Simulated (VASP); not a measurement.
# Sb (I4/mmm) in VASP: settings compared, part 3 of 3

VASP 6.6.1. The steps go on from the part before.

### 6 Relaxation of cell and atoms, r2SCAN50

The input, POSCAR:

```
Sb
1.0
   -1.5765401831      1.5765401831      2.7119384313
    1.5765401831     -1.5765401831      2.7119384313
    1.5765401831      1.5765401831     -2.7119384313
Sb
1
Direct
    0.0000000000      0.0000000000      0.0000000000
```

The input, INCAR.step1:

```
ALGO     = Normal         # electronic algorithm
EDIFF    = 1E-5           # SCF threshold, eV
ENCUT    = 600            # plane-wave cutoff, eV
GGA      = PE             # functional
ISMEAR   = 0              # smearing method
LASPH    = T              # aspherical terms in the spheres
LCHARG   = F              # write CHGCAR
LREAL    = F              # projectors in reciprocal space
LWAVE    = T              # write WAVECAR
NELM     = 100            # most SCF steps
PREC     = Accurate       # precision mode
SIGMA    = 0.05           # smearing width, eV
```

The input, INCAR.step2:

```
AEXX     = 0.5            # exact-exchange fraction
ALGO     = Normal         # electronic algorithm
EDIFF    = 1E-6           # SCF threshold, eV
EDIFFG   = -0.02          # ionic threshold
ENCUT    = 600            # plane-wave cutoff, eV
IBRION   = 2              # ionic algorithm
ISIF     = 3              # what is computed and relaxed
ISMEAR   = 0              # smearing method
ISTART   = 1            
LASPH    = T              # aspherical terms in the spheres
LCHARG   = F              # write CHGCAR
LHFCALC  = T              # exact exchange
LMIXTAU  = T            
LREAL    = F              # projectors in reciprocal space
LWAVE    = F              # write WAVECAR
METAGGA  = R2SCAN         # meta-GGA
NELM     = 100            # most SCF steps
NSW      = 40             # ionic steps
PREC     = Accurate       # precision mode
PRECFOCK = Fast         
SIGMA    = 0.05           # smearing width, eV
```

The input, KPOINTS:

```
k-points
0
Gamma
  6 6 6
```

Potentials or basis: VASP PAW PBE potentials, release 64 (Sb).

Command:

```
$ cat potpaw_PBE.64/Sb/POTCAR > POTCAR
$ cp INCAR.step1 INCAR
$ mpirun -np 1 vasp_std > vasp.out
$ cp INCAR.step2 INCAR
$ mpirun -np 1 vasp_std > vasp.out
```

OUTCAR:

```text
AEXX = 0.5
   EDIFF = 1E-6
   EDIFFG = -0.02
   ENCUT = 600
   IBRION = 2
   ISIF = 3
   ISMEAR = 0
   ISTART = 1
   LASPH = T
   LHFCALC = T
   LREAL = F
   METAGGA = R2SCAN
   NELM = 100
   NSW = 40
   PREC = Accurate
   PRECFOCK = Fast

 ion  position               nearest neighbor table
   1  0.000  0.000  0.000-

  LATTYP: Found a body centered tetragonal cell.
 ALAT       =     3.1530803662
 C/A-ratio  =     1.7201835135

  Lattice vectors:

 A1 = (  -1.5765401831,   1.5765401831,   2.7119384313)
 A2 = (   1.5765401831,  -1.5765401831,   2.7119384313)
 A3 = (   1.5765401831,   1.5765401831,  -2.7119384313)

Analysis of symmetry for initial positions (statically):
=====================================================================
 Subroutine PRICEL returns:
 Original cell was already a primitive cell.

 Routine SETGRP: Setting up the symmetry group for a
 body centered tetragonal supercell.

 Subroutine GETGRP returns: Found 16 space group operations
 (whereof 16 operations were pure point group operations)
 out of a pool of 16 trial point group operations.

The static configuration has the point symmetry D_4h.

Analysis of symmetry for dynamics (positions and initial velocities):
=====================================================================
 Subroutine PRICEL returns:
 Original cell was already a primitive cell.

 Routine SETGRP: Setting up the symmetry group for a
 body centered tetragonal supercell.

 Subroutine GETGRP returns: Found 16 space group operations
 (whereof 16 operations were pure point group operations)
 out of a pool of 16 trial point group operations.

The dynamic configuration has the point symmetry D_4h.

 Subroutine INISYM returns: Found 16 space group operations
 (whereof 16 operations are pure point group operations),
 and found     1 'primitive' translations

----------------------------------------------------------------------------------------

                                     Primitive cell

[... 101 lines left out ...]
   EMIN   =  10.00;   EMAX   =-10.00  energy-range for DOS
   EFERMI =   0.00;   METHOD = LEGACY
   ISMEAR =     0;   SIGMA  =   0.05  broadening in eV -4-tet -1-fermi 0-gaus
   EFERMI_NEDOS =   21; number of points for ismear=-14 and -15
   IALGO  =     38    algorithm
   IMIX   =      1    mixing-type and parameters
     AMIX     =   0.40;   BMIX     =  1.00
     AMIX_MAG =   1.60;   BMIX_MAG =  1.00
  volume/ion in A,a.u.               =      26.96       181.95
  Fermi-wavevector in a.u.,A,eV,Ry     =   0.933573  1.764197 11.858269  0.871558
  Thomas-Fermi vector in A             =   2.060288
   LORBIT       =      0    0 simple, 1 ext, 2 COOP (PROOUT), +10 PAW based schemes
   METAGGA = R2SCAN    functional components
   LHFCALC =     T    Hartree Fock is set to
   PRECFOCK=fast      Normal, Fast or Accurate (Low or Medium for compatibility)
   ENCUT4O =  -1.0   cutoff for four orbital integrals eV
   NKREDX  =     1    reduce k-point grid by
   NKREDY  =     1    reduce k-point grid by
   NKREDZ  =     1    reduce k-point grid by
   AEXX    =    0.5000 exact exchange contribution
   HFSCREEN=    0.0000 screening length (either q_TF or 0.3 A-1)
   HFSCREENC=   0.0000 screening length for correlation (either q_TF or 0.3 A-1)
   ENCUTFOCK=  -1.0 apply spherical cutoff to Coloumb kernel
   IVDW    =     0    specifies the selected vdW correction
   LEPSILON=     F    determine dielectric tensor
   LRPA    =     F    only Hartree local field effects (RPA)
 conjugate gradient relaxation of ions
 non-spin polarized calculation
 Gauss-broadening in eV      SIGMA  =   0.05
  energy-cutoff  :      600.00
  volume of cell :       26.96
 maximum number of plane-waves:       922
  NGX = 18; NGY = 18; NGZ = 18

--------------------------------------- Ionic step        1  -------------------------------------------

 number of electron       5.0000000 magnetization

 Free energy of the ion-electron system (eV)
  ---------------------------------------------------
  ext. energy  EPLUGINS =         0.00000000
  ---------------------------------------------------
  free energy    TOTEN  =       -18.14607604 eV

  energy without entropy =      -18.14543187  energy(sigma->0) =      -18.14575395

 E-fermi :   9.0735     XC(G=0):  -6.1387

 val. band max:        7.3396485608   @ k =   0.5000   0.5000   0.3333
 cond. band min:       9.1277003247   @ k =   0.5000   0.3333  -0.0000
 fundamental gap:      1.7880517639
 Fermi energy:         9.0734609728

 k-point     1 :       0.0000    0.0000    0.0000
  band No.  band energies     occupation
      1      -8.8346      2.00000
      2      14.8528      0.00000
      3      15.7551      0.00000
      4      15.7551      0.00000
      5      19.7288      0.00000
      6      21.2675      0.00000
[... 451 lines left out ...]
--------------------------------------- Ionic step        8  -------------------------------------------

 number of electron       5.0000000 magnetization

 Free energy of the ion-electron system (eV)
  ---------------------------------------------------
  ext. energy  EPLUGINS =         0.00000000
  ---------------------------------------------------
  free energy    TOTEN  =       -18.19567238 eV

  energy without entropy =      -18.19502821  energy(sigma->0) =      -18.19535029

 E-fermi :  10.3047     XC(G=0):  -6.3690

 val. band max:        8.5514526396   @ k =  -0.3333   0.3333   0.0000
 cond. band min:      10.3589359114   @ k =   0.5000   0.3333  -0.0000
 fundamental gap:      1.8074832718
 Fermi energy:        10.3046965594

 k-point     1 :       0.0000    0.0000    0.0000
  band No.  band energies     occupation
      1      -8.4865      2.00000
      2      17.0323      0.00000
      3      17.7117      0.00000
      4      17.7117      0.00000
      5      21.2877      0.00000
      6      22.7498      0.00000
[... 235 lines left out ...]
  FREE ENERGIE OF THE ION-ELECTRON SYSTEM (eV)
  ---------------------------------------------------
  free  energy   TOTEN  =       -18.1956723786 eV

  energy  without entropy=      -18.1950282098  energy(sigma->0) =      -18.19535029

 reached required accuracy - stopping structural energy minimisation
```

OUTCAR.step1:

```text
EDIFF = 1E-5
   ENCUT = 600
   GGA = PE
   ISMEAR = 0
   LASPH = T
[... 433 lines left out ...]

 POSITION                                       TOTAL-FORCE (eV/Angst)
 -----------------------------------------------------------------------------------
      0.00000      0.00000      0.00000        -0.000000      0.000000      0.000000
 -----------------------------------------------------------------------------------
    total drift:                                0.000000      0.000000      0.000000

  FREE ENERGIE OF THE ION-ELECTRON SYSTEM (eV)
  ---------------------------------------------------
  free  energy   TOTEN  =        -3.8911498605 eV

  energy  without entropy=       -3.8905041924  energy(sigma->0) =       -3.89082703
```

It took 30 min on 1 thread of Intel Xeon Platinum 8488C (Sapphire Rapids), shared host; peak memory 0.21 GiB.

Results:

| Property | Result |
| --- | --- |
| Free energy | -18.1957 eV |
| Relaxed volume | 24.69 Å³/atom |
| Relaxed cell | a = 3.396 Å, b = 3.396 Å, c = 3.396 Å, α = 126.10°, β = 126.10°, γ = 79.72° |
| Space group after relaxing (to 0.05 Å) | I4/mmm (No. 139) |
| Energy gained by relaxing | 49.6 meV/atom |
| Ionic steps | 8 |
| Pressure after relaxing | -0.1 GPa |
| Band gap on the k mesh | none (metal or under the smearing width) |

The path:
```csv
step,energy change (eV),largest force (eV/Å),pressure (GPa),volume (Å³)
1,0.0000,0.0000,-6.32,26.96
2,-0.0107,0.0000,7.45,23.02
3,-0.0477,0.0000,-0.04,24.75
4,-0.0477,0.0000,0.07,24.71
5,-0.0496,0.0000,0.12,24.61
6,-0.0496,0.0000,0.13,24.62
7,-0.0496,0.0000,0.13,24.63
8,-0.0496,0.0000,-0.09,24.69
```

Final structure:
```
Sb
1.0
    -1.53882    1.53882    2.60656
     1.53882   -1.53882    2.60656
     1.53882    1.53882   -2.60656
Sb
1
Cartesian
  0.0000 0.0000 0.0000
```

Caveat: the k mesh is coarse (spacing up to 0.47 Å⁻¹), so the values aren't converged, least of all with exact exchange; the PAW data sets were made with another functional, which shifts forces and pressure a little. Spin-orbit coupling is left out, which matters for the levels of Sb.

### 7 Overview

| task | level | cell | k mesh | cutoff (eV) | grid for exact exchange (PRECFOCK) | exchange at q = 0 | mesh quality | gap on the mesh (eV) | pressure (GPa) | relaxed volume (Å³/atom) |
| --- | --- | --- | --- | --- | --- | --- | --- | --- | --- | --- |
| relaxation of cell and atoms | r2SCAN | relaxed | 12 × 12 × 12 | 600 | - | - | not flagged | none | 0.0 | 27.73 |
| relaxation of cell and atoms | rSCAN | relaxed | 12 × 12 × 12 | 600 | - | - | not flagged | none | 0.0 | 27.78 |
| relaxation of cell and atoms | r2SCAN+D4 | relaxed | 12 × 12 × 12 | 600 | - | - | not flagged | none | 0.0 | 27.28 |
| relaxation of the atoms | r2SCAN | atoms relaxed from: cell strained at random at fixed volume | 9 × 9 × 9 | 520 | - | - | not flagged | none | 1.8 | - |
| relaxation of cell and atoms | r2SCAN50 | relaxed | 6 × 6 × 6 | 600 | Fast | default | coarse | none | -0.1 | 24.69 |

Alike in all rows: potentials or basis VASP PAW PBE potentials, release 64 (Sb); no spin polarisation; smearing gaussian 0.05 eV.

Caveats: some runs use coarse meshes; the PAW data sets were made with another functional, which shifts forces and pressure a little; pairwise dispersion overbinds metals, which lowers pressure and volume (some runs); the relaxation stopped at its first step, so nothing moved (some runs).

Absolute energies hang on the potentials; compare differences alone.
